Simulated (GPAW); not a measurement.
The system is TiO2.

```xyz
6
Lattice="4.5998 0.0000 0.0000 0.0000 4.5998 0.0000 0.0000 0.0000 2.9592" Properties=species:S:1:pos:R:3 pbc="T T T"
Ti    0.0000    0.0000    1.4796
Ti    2.2999    2.2999    0.0000
O     1.3998    1.3998    1.4796
O     0.9001    3.6997    0.0000
O     3.6997    0.9001    0.0000
O     3.2000    3.2000    1.4796
```

The cell is a database's computed one.

Program: GPAW 26.7.0. Alike in all runs: task band structure; potentials or basis PAW data sets generated in the run's folder for this functional, pw; no spin polarisation; cell as given; cutoff (eV) 800; smearing fermi-dirac 0.05 eV.

**Question.** Order these runs on this cell by their pressure, lowest first.
A. level PBEsol+U; U Ti d U = 8 eV; k mesh 4 × 4 × 7; band points 100
B. level PBEsol+U; U Ti d U = 1 eV; k mesh 4 × 4 × 7; band points 100
C. level PBEsol+U; U Ti d U = 3 eV; k mesh 4 × 4 × 7; band points 100
D. level LDA; k mesh 4 × 4 × 6; band points 80
E. level PBEsol+U; U Ti d U = 6 eV; k mesh 4 × 4 × 7; band points 100

**Answer.** D (-7.9 GPa), B (-0.3 GPa), C (2.0 GPa), E (5.7 GPa), A (8.3 GPa).
